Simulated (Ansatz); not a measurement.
This Ansatz 0.2.0 run on Sb needs a look.

The input input.yaml:

```yaml
crystal:
  lattice:
    - [3.16, 0.0, 0.0]
    - [0.0, 3.16, 0.0]
    - [0.0, 0.0, 3.16]
  atoms:
    - { symbol: Sb, position: [0.0, 0.0, 0.0] }
hamiltonian:
  xc: pbe
  pseudopotentials:
    kind: nc
    accuracy: standard
    azcp: { Sb: Sb_ONCV_PBE-1.2.nc.azcp }
kpoints:
  mp_grid: { grid: [8, 8, 8] }
scf:
  occupations: { method: gaussian, width: 0.1 }
  n_extra_bands: 6
  max_iter: many
output:
  forces: true
  stress: true
  eigenvalues: true
  dos: { projected: false, de: 0.05, nscf_kmesh: { grid: [12, 12, 12] } }
```

Potentials or basis: SG15 NC.

Launch:

```sh
$ ansatz run input.yaml --threads 1 --pin off --max-ram 2560MiB --backend cpu --events-out ev --progress --plain --runs-dir out
```

Output:

```text
Error: YAML parse error: error: line 19 column 13: invalid u64
  --> <input>:19:13
   |
17 |   occupations: { method: gaussian, width: 0.1 }
18 |   n_extra_bands: 6
19 |   max_iter: many
   |             ^ invalid u64
20 | output:
21 |   forces: true
   |
```

Q: Diagnose the run.

A: The input was rejected before any iteration. The input holds a flaw that was put in on purpose: a value of the wrong type.
